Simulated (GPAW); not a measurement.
# FeO (Wuestite) (Fm-3m) in GPAW: notebook, part 2 of 2

GPAW 26.7.0. Earlier steps stand in the parts before.

### Step 5. Phonons, PBEint, collinear spin, ferromagnetic start

File run.py:

```python
import json
import numpy as np
import spglib
from ase import Atoms
from ase.constraints import FixSymmetry
from ase.filters import FrechetCellFilter
from ase.io import read, write
from ase.optimize import BFGS
from phonopy import Phonopy
from phonopy.structure.atoms import PhonopyAtoms
from gpaw import GPAW, PW, setup_paths

setup_paths.insert(0, '.')

atoms = read('FeO.cif')
cell, positions, numbers = spglib.find_primitive(
    (atoms.cell[:], atoms.get_scaled_positions(), atoms.numbers), symprec=1e-4)
atoms = Atoms(numbers, cell=cell, scaled_positions=positions, pbc=True)
atoms.set_initial_magnetic_moments([3.0, 0.0])

calc = GPAW(mode=PW(680),
            xc='GGA_X_PBEINT+GGA_C_PBEINT',
            kpts={'size': (11, 11, 11), 'gamma': True},
            occupations={'name': 'fermi-dirac', 'width': 0.05},
            nbands=26,
            convergence={'density': 1e-06, 'eigenstates': 1e-09},
            mixer={'backend': 'pulay', 'beta': 0.25, 'nmaxold': 5, 'weight': 1.0},
            maxiter=50,
            txt='gpaw.txt')
atoms.calc = calc
atoms.set_constraint(FixSymmetry(atoms))
BFGS(FrechetCellFilter(atoms), trajectory='relax.traj', logfile='-').run(fmax=0.005, steps=40)
atoms.set_constraint()
energy = atoms.get_potential_energy()
forces = atoms.get_forces()
stress = atoms.get_stress()
calc.write('gs.gpw')
write('result.traj', atoms)
print('Cell:', atoms.cell.cellpar().round(4))
print(atoms.get_scaled_positions().round(5))

def force_constants(scale):
    unit = PhonopyAtoms(symbols=atoms.get_chemical_symbols(), cell=atoms.cell[:] * scale**(1 / 3),
                        scaled_positions=atoms.get_scaled_positions(),
                        magnetic_moments=atoms.get_initial_magnetic_moments())
    ph = Phonopy(unit, supercell_matrix=np.diag([1, 1, 1]), primitive_matrix=np.eye(3), symprec=1e-4)
    ph.generate_displacements(distance=0.03)
    forces = []
    for i, sc in enumerate(ph.supercells_with_displacements):
        a = Atoms(sc.symbols, cell=sc.cell, scaled_positions=sc.scaled_positions, pbc=True,
                  magmoms=sc.magnetic_moments)
        c = GPAW(mode=PW(680),
                 xc='GGA_X_PBEINT+GGA_C_PBEINT',
                 kpts={'size': (11, 11, 11), 'gamma': True},
                 occupations={'name': 'fermi-dirac', 'width': 0.05},
                 nbands=26,
                 convergence={'density': 1e-06, 'eigenstates': 1e-09},
                 mixer={'backend': 'pulay', 'beta': 0.25, 'nmaxold': 5, 'weight': 1.0},
                 maxiter=50,
                 txt=f'disp-{scale:.3f}-{i:02d}.txt')
        a.calc = c
        f = a.get_forces()
        forces.append(f - f.mean(axis=0))
        print(f'displacement {i}: drift', f.mean(axis=0).round(5), flush=True)
    ph.forces = forces
    ph.produce_force_constants()
    ph.symmetrize_force_constants()
    return ph

qpoints = [[0.0, 0.0, 0.0]]
results = {}
for scale in [1.0]:
    ph = force_constants(scale)
    ph.run_qpoints(qpoints)
    nu = ph.qpoints.frequencies * 33.35641  # THz to cm^-1
    results[f'{scale:.3f}'] = nu.tolist()
    for qp, f in zip(qpoints, nu):
        print(scale, np.round(qp, 4), f.round(2))
json.dump(results, open('phonons.json', 'w'))
```

File FeO.cif:

```cif
data_FeO
_cell_length_a 4.31080000
_cell_length_b 4.31080000
_cell_length_c 4.31080000
_cell_angle_alpha 90.00000000
_cell_angle_beta 90.00000000
_cell_angle_gamma 90.00000000
_space_group_name_H-M_alt 'Fm-3m'
_space_group_name_Hall '-F 4 2 3'
_space_group_IT_number 225
loop_
_space_group_symop_operation_xyz
'x,y,z'
'-x,-y,-z'
'-y,x,z'
'y,-x,-z'
'-x,-y,z'
'x,y,-z'
'y,-x,z'
'-y,x,-z'
'x,-y,-z'
'-x,y,z'
'-y,-x,-z'
'y,x,z'
'-x,y,-z'
'x,-y,z'
'y,x,-z'
'-y,-x,z'
'z,x,y'
'-z,-x,-y'
'z,-y,x'
'-z,y,-x'
'z,-x,-y'
'-z,x,y'
'z,y,-x'
'-z,-y,x'
'-z,x,-y'
'z,-x,y'
'-z,-y,-x'
'z,y,x'
'-z,-x,y'
'z,x,-y'
'-z,y,x'
'z,-y,-x'
'y,z,x'
'-y,-z,-x'
'x,z,-y'
'-x,-z,y'
'-y,z,-x'
'y,-z,x'
'-x,z,y'
'x,-z,-y'
'-y,-z,x'
'y,z,-x'
'-x,-z,-y'
'x,z,y'
'y,-z,-x'
'-y,z,x'
'x,-z,y'
'-x,z,-y'
'x,y+1/2,z+1/2'
'-x,-y+1/2,-z+1/2'
'-y,x+1/2,z+1/2'
'y,-x+1/2,-z+1/2'
[... 63 lines left out ...]
'-z+1/2,y,-x+1/2'
'z+1/2,-x,-y+1/2'
'-z+1/2,x,y+1/2'
'z+1/2,y,-x+1/2'
'-z+1/2,-y,x+1/2'
'-z+1/2,x,-y+1/2'
'z+1/2,-x,y+1/2'
'-z+1/2,-y,-x+1/2'
'z+1/2,y,x+1/2'
'-z+1/2,-x,y+1/2'
'z+1/2,x,-y+1/2'
'-z+1/2,y,x+1/2'
'z+1/2,-y,-x+1/2'
'y+1/2,z,x+1/2'
'-y+1/2,-z,-x+1/2'
'x+1/2,z,-y+1/2'
'-x+1/2,-z,y+1/2'
'-y+1/2,z,-x+1/2'
'y+1/2,-z,x+1/2'
'-x+1/2,z,y+1/2'
'x+1/2,-z,-y+1/2'
'-y+1/2,-z,x+1/2'
'y+1/2,z,-x+1/2'
'-x+1/2,-z,-y+1/2'
'x+1/2,z,y+1/2'
'y+1/2,-z,-x+1/2'
'-y+1/2,z,x+1/2'
'x+1/2,-z,y+1/2'
'-x+1/2,z,-y+1/2'
'x+1/2,y+1/2,z'
'-x+1/2,-y+1/2,-z'
'-y+1/2,x+1/2,z'
'y+1/2,-x+1/2,-z'
'-x+1/2,-y+1/2,z'
'x+1/2,y+1/2,-z'
'y+1/2,-x+1/2,z'
'-y+1/2,x+1/2,-z'
'x+1/2,-y+1/2,-z'
'-x+1/2,y+1/2,z'
'-y+1/2,-x+1/2,-z'
'y+1/2,x+1/2,z'
'-x+1/2,y+1/2,-z'
'x+1/2,-y+1/2,z'
'y+1/2,x+1/2,-z'
'-y+1/2,-x+1/2,z'
'z+1/2,x+1/2,y'
'-z+1/2,-x+1/2,-y'
'z+1/2,-y+1/2,x'
'-z+1/2,y+1/2,-x'
'z+1/2,-x+1/2,-y'
'-z+1/2,x+1/2,y'
'z+1/2,y+1/2,-x'
'-z+1/2,-y+1/2,x'
'-z+1/2,x+1/2,-y'
'z+1/2,-x+1/2,y'
'-z+1/2,-y+1/2,-x'
'z+1/2,y+1/2,x'
'-z+1/2,-x+1/2,y'
'z+1/2,x+1/2,-y'
'-z+1/2,y+1/2,x'
'z+1/2,-y+1/2,-x'
'y+1/2,z+1/2,x'
'-y+1/2,-z+1/2,-x'
'x+1/2,z+1/2,-y'
'-x+1/2,-z+1/2,y'
'-y+1/2,z+1/2,-x'
'y+1/2,-z+1/2,x'
'-x+1/2,z+1/2,y'
'x+1/2,-z+1/2,-y'
'-y+1/2,-z+1/2,x'
'y+1/2,z+1/2,-x'
'-x+1/2,-z+1/2,-y'
'x+1/2,z+1/2,y'
'y+1/2,-z+1/2,-x'
'-y+1/2,z+1/2,x'
'x+1/2,-z+1/2,y'
'-x+1/2,z+1/2,-y'
loop_
_atom_site_label
_atom_site_type_symbol
_atom_site_symmetry_multiplicity
_atom_site_Wyckoff_symbol
_atom_site_fract_x
_atom_site_fract_y
_atom_site_fract_z
_atom_site_occupancy
Fe1 Fe 4 a 0.0000000000 0.0000000000 0.0000000000 1
O1 O 4 b 0.5000000000 0.0000000000 0.0000000000 1
```

Potentials or basis: PAW data sets generated in the run's folder for this functional, pw.

Command:

```console
> gpaw-setup -f GGA_X_PBEINT+GGA_C_PBEINT Fe O
> OMP_NUM_THREADS=1 python run.py
```

gpaw.txt:

```text
__  _  _
 | _ |_)|_||  |
 |__||  | ||/\| - 26.7.0

Input parameters:
  mode=PW(ecut=680.0),
  convergence={'density': 1e-06, 'eigenstates': 1e-09},
  kpts=MonkhorstPack(size=(11, 11, 11), gamma=True),
  maxiter=50,
  mixer=Pulay(name='pulay', nmaxold=5, beta=0.25, weight=1.0, sigma=0.015, g_ss=None),
  nbands=26,
  occupations=Occupations(name='fermi-dirac', width=0.05),
  xc=XC(name='GGA_X_PBEINT+GGA_C_PBEINT')

Diagonalizing LCAO Hamiltonian
Converting LCAO to pw mode

              O

       Fe

Atoms  # Å, Bohr magnetons
|   | symbol |        x |        y |        z |    initial magnetic moments |
|---|--------|----------|----------|----------|-----------------------------|
| 0 |     Fe | 0.000000 | 0.000000 | 0.000000 | ( 0.0000,  0.0000,  3.0000) |
| 1 |      O | 2.155400 | 2.155400 | 2.155400 | ( 0.0000,  0.0000,  0.0000) |
[... 258 lines left out ...]
Stress tensor  # eV/Ang^3
|         x |         y |         z |
|-----------|-----------|-----------|
|  0.033234 | -0.000000 | -0.000000 |
| -0.000000 |  0.033234 |  0.000000 |
| -0.000000 |  0.000000 |  0.033234 |

Forces  # eV/Ang
|        x |       y |       z |
|----------|---------|---------|
| -0.00000 | 0.00000 | 0.00000 |  # Fe   0
|  0.00000 | 0.00000 | 0.00000 |  # O    1

Interpolating wave functions to new cell

              O

       Fe

Atoms  # Å, Bohr magnetons
|   | symbol |        x |        y |        z |    initial magnetic moments |
|---|--------|----------|----------|----------|-----------------------------|
| 0 |     Fe | 0.000000 | 0.000000 | 0.000000 | ( 0.0000,  0.0000,  3.5440) |
| 1 |      O | 2.150283 | 2.150283 | 2.150283 | ( 0.0000,  0.0000,  0.2351) |

Unit cell  # Å
| periodic |        x |        y |         z |  lengths |    angles |
|----------|----------|----------|-----------|----------|-----------|
|      yes | 0.000000 | 2.150283 |  2.150283 | 3.040959 | 60.000000 |
|      yes | 2.150283 | 0.000000 |  2.150283 | 3.040959 | 60.000000 |
|      yes | 2.150283 | 2.150283 | -0.000000 | 3.040959 | 60.000000 |

Number of symmetries: 48
Symmetry operations  # r_c * U_cc + t_c -> r_c
|    | kind |            matrix            |
|----|------|------------------------------|
|  0 |  σ   |  1, 0, 0,  1, 0,-1,  1,-1, 0 |
|  1 |  C2  |  1, 0, 0,  1,-1, 0,  1, 0,-1 |
|  2 |  E   |  1, 0, 0,  0, 1, 0,  0, 0, 1 |
|  3 |  σ   |  1, 0, 0,  0, 0, 1,  0, 1, 0 |
|  4 |  C4  |  1, 0,-1,  1, 0, 0,  1,-1, 0 |
|  5 |  S6  |  1, 0,-1,  1,-1, 0,  1, 0, 0 |
|  6 |  σ   |  1, 0,-1,  0, 1,-1,  0, 0,-1 |
|  7 |  C3  |  1, 0,-1,  0, 0,-1,  0, 1,-1 |
|  8 |  S6  |  1,-1, 0,  1, 0, 0,  1, 0,-1 |
|  9 |  C4  |  1,-1, 0,  1, 0,-1,  1, 0, 0 |
| 10 |  C3  |  1,-1, 0,  0,-1, 1,  0,-1, 0 |
| 11 |  σ   |  1,-1, 0,  0,-1, 0,  0,-1, 1 |
| 12 |  σ   |  0, 1, 0,  1, 0, 0,  0, 0, 1 |
| 13 |  C4  |  0, 1, 0,  0, 1,-1, -1, 1, 0 |
[... 503 lines left out ...]
Stress tensor  # eV/Ang^3
|         x |         y |         z |
|-----------|-----------|-----------|
| -0.000894 |  0.000000 |  0.000000 |
|  0.000000 | -0.000894 |  0.000000 |
|  0.000000 |  0.000000 | -0.000894 |

Forces  # eV/Ang
|        x |       y |        z |
|----------|---------|----------|
| -0.00000 | 0.00000 |  0.00000 |  # Fe   0
|  0.00000 | 0.00000 | -0.00000 |  # O    1

Interpolating wave functions to new cell

              O

       Fe

Atoms  # Å, Bohr magnetons
|   | symbol |        x |        y |        z |    initial magnetic moments |
|---|--------|----------|----------|----------|-----------------------------|
| 0 |     Fe | 0.000000 | 0.000000 | 0.000000 | ( 0.0000,  0.0000,  3.5411) |
| 1 |      O | 2.135947 | 2.135947 | 2.135947 | ( 0.0000,  0.0000,  0.2405) |
[... 241 lines left out ...]
|         14 |        30.496 |     0.000 |        32.162 |     0.000 |
|         15 |        30.496 |     0.000 |        32.162 |     0.000 |
|        ... |               |           |               |           |
|         25 |        44.606 |     0.000 |        45.847 |     0.000 |

No gap
No difference between direct/indirect transitions

Stress tensor  # eV/Ang^3
|         x |        y |         z |
|-----------|----------|-----------|
|  0.000035 | 0.000000 | -0.000000 |
|  0.000000 | 0.000035 |  0.000000 |
| -0.000000 | 0.000000 |  0.000035 |

Forces  # eV/Ang
|       x |        y |        z |
|---------|----------|----------|
| 0.00000 |  0.00000 |  0.00000 |  # Fe   0
| 0.00000 | -0.00000 | -0.00000 |  # O    1

# Writing to gs.gpw (mode='')
```

Wall time 12 min (1 thread of Arm Neoverse V1, shared host); peak memory 0.42 GiB.

What came out:

* Free energy: -16.3888 eV
* Relaxed volume: 9.74 Å³/atom
* Relaxed cell: a = 3.021 Å, b = 3.021 Å, c = 3.021 Å, α = 60.00°, β = 60.00°, γ = 60.00°
* Space group after relaxing (to 0.05 Å): Fm-3m (No. 225)
* Pressure after relaxing: 0.0 GPa
* Band gap on the k mesh: none (metal or under the smearing width)
* Net moment: 4.00 μB per cell
* Site moments: Fe +3.54; O +0.24 μB
* Highest phonon frequency at Γ: 289 cm⁻¹

Final structure:
```
CELL_PARAMETERS angstrom
0.00000 2.13595 2.13595
2.13595 0.00000 2.13595
2.13595 2.13595 0.00000
ATOMIC_POSITIONS crystal
Fe 0.00000 0.00000 0.00000
O 0.50000 0.50000 0.50000
```

Phonon frequencies in cm⁻¹ (negative: imaginary):
```tsv
q point	frequencies
(0.000, 0.000, 0.000)	0 0 0 289 289 289
```

Caveat: the cutoff is short for stress and forces, so pressures can be off by a GPa or more; a cell with one magnetic atom can't hold antiferromagnetic order, which such compounds often take; semilocal functionals often make such compounds metallic where correlation or magnetic order opens a gap, which also shifts bond lengths.
